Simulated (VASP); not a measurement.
# Se (P3_121) in VASP: a series of runs

One crystal, Se, is run at these levels: HSE06; tasks: single point.

All numbers are computed with VASP 6.6.1; they aren't measurements. Logs are shortened: lines on timing, memory, paths and dates and some standing lists are left out, and cuts for length are marked.

## 1. Starting point

Symmetry: P3_121, No. 152, trigonal system. The conventional cell has a = 4.366 Å, b = 4.366 Å, c = 4.954 Å, α = 90.00°, β = 90.00°, γ = 120.00°. Around Se (site symmetry 2) lie 2 Se at 2.37 Å.

## 2. Single point, HSE06

File POSCAR:

```
Se
1.0
    4.3662000000      0.0000000000      0.0000000000
   -2.1831000000      3.7812401180      0.0000000000
    0.0000000000      0.0000000000      4.9536000000
Se
3
Direct
    0.7746000000      0.7746000000      0.0000000000
    0.0000000000      0.2254000000      0.6666666667
    0.2254000000      0.0000000000      0.3333333333
```

File INCAR.step1:

```
SYSTEM = Se
ALGO     = Normal         ! electronic algorithm
EDIFF    = 1E-5           ! SCF threshold, eV
ENCUT    = 340            ! plane-wave cutoff, eV
GGA      = PE             ! functional
ISIF     = 2              ! what is computed and relaxed
ISMEAR   = 0              ! smearing method
LASPH    = .TRUE.         ! aspherical terms in the spheres
LREAL    = .FALSE.        ! projectors in reciprocal space
LWAVE    = .TRUE.         ! write WAVECAR
NBANDS   = 17             ! bands
NELM     = 100            ! most SCF steps
NKRED    = 1            
PREC     = Accurate       ! precision mode
SIGMA    = 0.01           ! smearing width, eV
```

File INCAR.step2:

```
SYSTEM = Se
ALGO     = Normal         ! electronic algorithm
EDIFF    = 1E-6           ! SCF threshold, eV
ENCUT    = 340            ! plane-wave cutoff, eV
GGA      = PE             ! functional
HFSCREEN = 0.2            ! screening, 1/A
ISIF     = 2              ! what is computed and relaxed
ISMEAR   = 0              ! smearing method
ISTART   = 1            
LASPH    = .TRUE.         ! aspherical terms in the spheres
LCHARG   = .FALSE.        ! write CHGCAR
LHFCALC  = .TRUE.         ! exact exchange
LREAL    = .FALSE.        ! projectors in reciprocal space
LWAVE    = .FALSE.        ! write WAVECAR
NBANDS   = 17             ! bands
NELM     = 100            ! most SCF steps
NKRED    = 1            
PREC     = Accurate       ! precision mode
PRECFOCK = Fast         
SIGMA    = 0.01           ! smearing width, eV
```

File KPOINTS:

```
k-points
0
G
  5 5 4
  0 0 0
```

Potentials or basis: VASP PAW PBE potentials, release 64 (Se).

On the command line:

```
cat potpaw_PBE.64/Se/POTCAR > POTCAR
cp INCAR.step1 INCAR
mpirun -np 1 vasp_std > vasp.out
cp INCAR.step2 INCAR
mpirun -np 1 vasp_std > vasp.out
```

OUTCAR:

```text
SYSTEM = Se
   EDIFF = 1E-6
   ENCUT = 340
   GGA = PE
   HFSCREEN = 0.2
   ISIF = 2
   ISMEAR = 0
   ISTART = 1
   LASPH = .TRUE.
   LHFCALC = .TRUE.
   LREAL = .FALSE.
   NELM = 100
   NKRED = 1
   PREC = Accurate
   PRECFOCK = Fast

 Found     17 irreducible k-points:

 Following reciprocal coordinates:
            Coordinates               Weight
  0.000000  0.000000  0.000000      1.000000
  0.200000 -0.000000  0.000000      6.000000
  0.400000 -0.000000  0.000000      6.000000
  0.200000  0.200000  0.000000      6.000000
  0.400000  0.200000  0.000000      6.000000
  0.000000  0.000000  0.250000      2.000000
   k-points           NKPTS =     17   k-points in BZ     NKDIM =    100   number of bands    NBANDS=     17
   number of dos      NEDOS =    301   number of ions     NIONS =      3
   total plane-waves  NPLWV =  23520
   dimension x,y,z NGX =    28 NGY =   28 NGZ =   30
   dimension x,y,z NGXF=    56 NGYF=   56 NGZF=   60
   ions per type =               3
   NGX,Y,Z   is equivalent  to a cutoff of  10.66, 10.66, 10.07 a.u.
   NGXF,Y,Z  is equivalent  to a cutoff of  21.32, 21.32, 20.14 a.u.
 SYSTEM =  Se
   PREC   = accura    normal or accurate (medium, high low for compatibility)
   ISTART =      1    job   : 0-new  1-cont  2-samecut
   ICHARG =      0    charge: 1-file 2-atom 10-const
   ISPIN  =      1    spin polarized calculation?
   LNONCOLLINEAR =      F non collinear calculations
   LSORBIT =      F    spin-orbit coupling
   LASPH  =      T    aspherical Exc in radial PAW
   ENCUT  =  340.0 eV  24.99 Ry    5.00 a.u.   6.56  6.56  7.45*2*pi/ulx,y,z
   NELM   =    100;   NELMIN=  2; NELMDL=  0     # of ELM steps
   EDIFF  = 0.1E-05   stopping-criterion for ELM
   LREAL  =      F    real-space projection
   EDIFFG = 0.1E-04   stopping-criterion for IOM
   NSW    =      0    number of steps for IOM
   IBRION =     -1    ionic relax: 0-MD 1-quasi-New 2-CG
   NFREE  =      0    steps in history (QN), initial steepest desc. (CG)
   ISIF   =      2    stress and relaxation
   ISYM   =      3    0-nonsym 1-usesym 2-fastsym
   POTIM  = 0.5000    time-step for ionic-motion
   TEBEG  =    0.0;   TEEND  =   0.0 temperature during run
   PSTRESS=    0.0 pullay stress
   NELECT =      18.0000    total number of electrons
   NUPDOWN=      -1.0000    fix difference up-down
   EMIN   =  10.00;   EMAX   =-10.00  energy-range for DOS
   EFERMI =   0.00;   METHOD = LEGACY
   ISMEAR =     0;   SIGMA  =   0.01  broadening in eV -4-tet -1-fermi 0-gaus
   EFERMI_NEDOS =   21; number of points for ismear=-14 and -15
   IALGO  =     38    algorithm
   IMIX   =      1    mixing-type and parameters
     AMIX     =   0.40;   BMIX     =  1.00
     AMIX_MAG =   1.60;   BMIX_MAG =  1.00
  volume/ion in A,a.u.               =      27.26       183.96
  Fermi-wavevector in a.u.,A,eV,Ry     =   0.988430  1.867862 13.292817  0.976995
  Thomas-Fermi vector in A             =   2.119956
   LORBIT       =      0    0 simple, 1 ext, 2 COOP (PROOUT), +10 PAW based schemes
   GGA     = PE    functional components
   LHFCALC =     T    Hartree Fock is set to
   PRECFOCK=fast      Normal, Fast or Accurate (Low or Medium for compatibility)
   ENCUT4O =  -1.0   cutoff for four orbital integrals eV
   NKREDX  =     1    reduce k-point grid by
   NKREDY  =     1    reduce k-point grid by
   NKREDZ  =     1    reduce k-point grid by
   AEXX    =    0.2500 exact exchange contribution
   HFSCREEN=    0.2000 screening length (either q_TF or 0.3 A-1)
   HFSCREENC=   0.2000 screening length for correlation (either q_TF or 0.3 A-1)
   ENCUTFOCK=  -1.0 apply spherical cutoff to Coloumb kernel
   IVDW    =     0    specifies the selected vdW correction
   LEPSILON=     F    determine dielectric tensor
   LRPA    =     F    only Hartree local field effects (RPA)
 non-spin polarized calculation
 Gauss-broadening in eV      SIGMA  =   0.01
  energy-cutoff  :      340.00
  volume of cell :       81.78
 maximum number of plane-waves:      1202
 NGX is ok and might be reduce to    28
  NGX = 16; NGY = 16; NGZ = 18

 number of electron      17.9999996 magnetization

 Free energy of the ion-electron system (eV)
  ---------------------------------------------------
  ext. energy  EPLUGINS =         0.00000000
  ---------------------------------------------------
  free energy    TOTEN  =       -13.28560528 eV

  energy without entropy =      -13.28560528  energy(sigma->0) =      -13.28560528

 E-fermi :   2.1842     XC(G=0):  -7.3660

 val. band max:        2.1258036650   @ k =   0.4000   0.2000   0.5000
 cond. band min:       4.1469630817   @ k =   0.0000   0.0000   0.5000
 fundamental gap:      2.0211594167
 Fermi energy:         2.1842105417

 k-point     1 :       0.0000    0.0000    0.0000
  band No.  band energies     occupation
      1     -15.1877      2.00000
      2     -10.6070      2.00000
      3     -10.6070      2.00000
      4      -1.9087      2.00000
      5      -1.9087      2.00000
      6      -1.8836      2.00000
[... 9 lines left out ...]
     16      11.5408      0.00000
     17      11.8915      0.00000

 k-point     2 :       0.2000   -0.0000    0.0000
  band No.  band energies     occupation
      1     -15.0229      2.00000
      2     -10.7626      2.00000
      3     -10.5891      2.00000
      4      -2.8971      2.00000
      5      -2.3679      2.00000
      6      -1.7088      2.00000
[... 9 lines left out ...]
     16      11.6769      0.00000
     17      11.9638      0.00000

 k-point     3 :       0.4000   -0.0000    0.0000
  band No.  band energies     occupation
      1     -14.7096      2.00000
      2     -11.0991      2.00000
      3     -10.5585      2.00000
      4      -3.4041      2.00000
      5      -2.8239      2.00000
      6      -1.7302      2.00000
[... 9 lines left out ...]
     16      13.2284      0.00000
     17      13.4242      0.00000

 k-point     4 :       0.2000    0.2000    0.0000
  band No.  band energies     occupation
      1     -14.7769      2.00000
      2     -10.9476      2.00000
      3     -10.6472      2.00000
      4      -3.2286      2.00000
      5      -2.9774      2.00000
      6      -1.4796      2.00000
[... 9 lines left out ...]
     16      12.5945      0.00000
     17      13.4430      0.00000

 k-point     5 :       0.4000    0.2000    0.0000
  band No.  band energies     occupation
      1     -14.6021      2.00000
      2     -11.0664      2.00000
      3     -10.7232      2.00000
      4      -3.3348      2.00000
      5      -3.0978      2.00000
      6      -1.2639      2.00000
[... 9 lines left out ...]
     16      13.0275      0.00000
     17      13.2845      0.00000

 k-point     6 :       0.0000    0.0000    0.2500
  band No.  band energies     occupation
      1     -14.8611      2.00000
      2     -12.4199      2.00000
      3      -8.8874      2.00000
      4      -2.5909      2.00000
      5      -1.7196      2.00000
      6      -1.5758      2.00000
[... 9 lines left out ...]
     16      10.6287      0.00000
     17      11.6484      0.00000

 [... further k-points ...]

------------------------ aborting loop because EDIFF is reached ----------------------------------------

  FORCE on cell =-STRESS in cart. coord.  units (eV):
  Direction    XX          YY          ZZ          XY          YZ          ZX
  --------------------------------------------------------------------------------------
  -------------------------------------------------------------------------------------
  Total        0.3546533      0.3546533      0.0698494     -0.0000000      0.0000000      0.0000000
  in kB        6.9479350      6.9479350      1.3684053     -0.0000000      0.0000000      0.0000000
  external PRESSURE =       5.0880918 kB  Pullay stress =       0.0000000 kB

 VOLUME and BASIS-vectors are now :
 -----------------------------------------------------------------------------
  energy-cutoff  :      340.00
  volume of cell :       81.78
      direct lattice vectors                 reciprocal lattice vectors
     4.366200000  0.000000000  0.000000000     0.229032110  0.132231751  0.000000000
    -2.183100000  3.781240118  0.000000000     0.000000000  0.264463501  0.000000000
     0.000000000  0.000000000  4.953600000     0.000000000  0.000000000  0.201873385

 POSITION                                       TOTAL-FORCE (eV/Angst)
 -----------------------------------------------------------------------------------
      1.69103      2.92895      0.00000         0.093435      0.161834     -0.000000
     -0.49207      0.85229      3.30240         0.093435     -0.161834     -0.000000
      0.98414      0.00000      1.65120        -0.186870      0.000000      0.000000
 -----------------------------------------------------------------------------------
    total drift:                               -0.000000      0.000000      0.000001

  FREE ENERGIE OF THE ION-ELECTRON SYSTEM (eV)
  ---------------------------------------------------
  free  energy   TOTEN  =       -13.2856052780 eV

  energy  without entropy=      -13.2856052780  energy(sigma->0) =      -13.28560528
```

It took 3.6 min on 1 thread of Intel Xeon 6975P-C (Granite Rapids), shared host; peak memory 0.26 GiB.

The run converged, but some of its settings lie outside the range that counts as converged, so its numbers aren't taken as properties of the crystal.

Results:

- Free energy: -13.2856 eV
- Pressure: 0.5 GPa
- Largest force: 0.187 eV/Å
- Band gap on the k mesh: 2.02 eV, indirect (least direct gap 2.12 eV)

Caveat: the PAW data sets were made with another functional, which shifts forces and pressure a little; an odd mesh through Γ misses points on the zone boundary, where band edges often lie.

(Continued in part 2 of 2.)
